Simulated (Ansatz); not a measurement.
Crystal: SnO2 (Cassiterite).

```
CELL_PARAMETERS angstrom
4.73800 0.00000 0.00000
0.00000 4.73800 0.00000
0.00000 0.00000 3.18650
ATOMIC_POSITIONS crystal
Sn 0.50000 0.50000 0.50000
Sn 0.00000 0.00000 0.00000
O 0.80710 0.19290 0.50000
O 0.69290 0.69290 0.00000
O 0.19290 0.80710 0.50000
O 0.30710 0.30710 0.00000
```

Program: Ansatz 0.2.0. Alike in all runs: task band structure; potentials or basis Ansatz PAW; no spin polarisation; cell as given; k mesh 6 × 6 × 8; smearing fermi-dirac 0.05 eV.

Task: Order these runs on this cell by their pressure, lowest first.
A. level LDA; cutoff (eV) 420
B. level BLYP; cutoff (eV) 420
C. level revPBE; cutoff (eV) 420
D. level PBE; cutoff (eV) 420
E. level r2SCAN; cutoff (eV) 500

Result: A (-0.7 GPa), E (3.3 GPa), D (11.1 GPa), C (14.2 GPa), B (16.7 GPa).

Caveats: the PAW data sets come from PBE, with cores solved anew for the run's functional, which leaves a small shift of forces and pressure (some runs).
